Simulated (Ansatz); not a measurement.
Method: Ansatz, DFT PBE, scalar-relativistic, plane waves, PAW. Settings: cutoff 420 eV, Γ-centred meshes spaced at most about 0.3 Å⁻¹, and about 0.25 Å⁻¹ or finer for metals (2π included), Gaussian smearing. No spin polarisation.

These are static total energies at zero pressure.

Compare these two cells of Zn4O, each relaxed at this level.

A.

```
Zn O
1.0
     4.59010    0.00000    0.00000
    -2.29505    3.97514    0.00000
     0.00000    0.00000    5.34301
Zn O
4 1
Direct
  0.34825 0.00000 0.64929
  0.00000 0.34825 0.64929
  0.65175 0.65175 0.64929
  0.00000 0.00000 0.25277
  0.00000 0.00000 0.90333
```

B.

```
Zn O
1.0
     4.16655    0.00000    0.00000
     0.00000    4.16655    0.00000
     0.00000    0.00000    4.16655
Zn O
4 1
Cartesian
  1.1528 1.1528 1.1528
  3.0138 3.0138 1.1528
  1.1528 3.0138 3.0138
  3.0138 1.1528 3.0138
  0.0000 0.0000 0.0000
```

Question: Which is lower in energy, and by how much?

Answer: B is lower, by 59 meV/atom. A has space group P31m (No. 157), 19.5 Å³/atom and no gap on its mesh; B has space group P-43m (No. 215), 14.5 Å³/atom and no gap. Counting Zn atoms around O (those within 1.25 times the shortest such distance or 1.15 times the sum of covalent radii, 1.27 where that leaves under three; a plus sign parts nearer from farther groups), A has O 1+3 and B has O 4. The denser one is the lower, and pressure would at first widen the difference. In A, Zn on a site of symmetry m has 1 O at 2.10 Å and 7 Zn at 2.59–2.77 Å; Zn on a site of symmetry 3m has 1 O at 1.87 Å and 3 Zn at 2.65 Å; O has 1 Zn at 1.87 Å and 3 Zn at 2.10 Å. In B, Zn has 1 O at 2.00 Å, 3 Zn at 2.63 Å and 6 Zn at 2.96 Å; around O lie 4 Zn at 2.00 Å. Both come from invented guesses. The lowest form computed isn't among them: it has space group P3m1 (No. 156), 14.5 Å³/atom and lies 81 meV/atom below the best shown.

Cells relaxed within their symmetry can be saddle points. Some structure types and database cells were kept out of the candidates from the start, so a known form may be missing.
